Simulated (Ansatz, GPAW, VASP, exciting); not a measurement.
## As: 5 runs at one level of theory

```
As
1.0
     1.88080    1.08588    3.51406
    -1.88080    1.08588    3.51406
     0.00000   -2.17176    3.51406
As
2
Direct
  0.22600 0.22600 0.22600
  0.77400 0.77400 0.77400
```

Alike in all runs: task single point; functional RPBE; k mesh 9 × 9 × 9; occupations gaussian, width 0.05 eV; no spin polarisation; no spin-orbit coupling. Pressure is positive in compression and, in plane waves, holds the error of the finite cutoff.

| program and potentials | plane-wave cutoff (eV) | notes | pressure (GPa) | largest force (eV/Å) |
| --- | --- | --- | --- | --- |
| Ansatz, all-electron LAPW, scalar-relativistic | - | - | 5.48 | 0.458 |
| exciting, all-electron LAPW+lo, shipped species files, valence relativity iora* | - | - | - | 0.481 |
| GPAW, the program's PAW data sets (release 1.2.1) made for this functional | 600 | - | 5.67 | 0.517 |
| VASP, PBE PAW files As, 520 eV | 520 | potentials made for PBE | 5.74 | 0.518 |
| VASP, PBE PAW files As, 500 eV | 500 | potentials made for PBE | 5.73 | 0.518 |

Force on atom 1 (As), eV/Å:

| program and potentials | x | y | z |
| --- | --- | --- | --- |
| Ansatz, all-electron LAPW, scalar-relativistic | 0.000 | 0.000 | 0.458 |
| exciting, all-electron LAPW+lo, shipped species files, valence relativity iora* | 0.000 | 0.000 | 0.481 |
| GPAW, the program's PAW data sets (release 1.2.1) made for this functional | 0.000 | 0.000 | 0.517 |
| VASP, PBE PAW files As, 520 eV | 0.000 | 0.000 | 0.518 |
| VASP, PBE PAW files As, 500 eV | 0.000 | 0.000 | 0.518 |

The pressure spans 5.48 (Ansatz, all-electron LAPW, scalar-relativistic) to 5.74 GPa (VASP, PBE PAW files As, 520 eV), with all-electron results at 5.48. The atoms of the given cell lie far from their minimum at this level.

The functional is the same throughout but for its coding, so the spread measures potentials, basis and numerics; runs on potential files found faulty are left out.
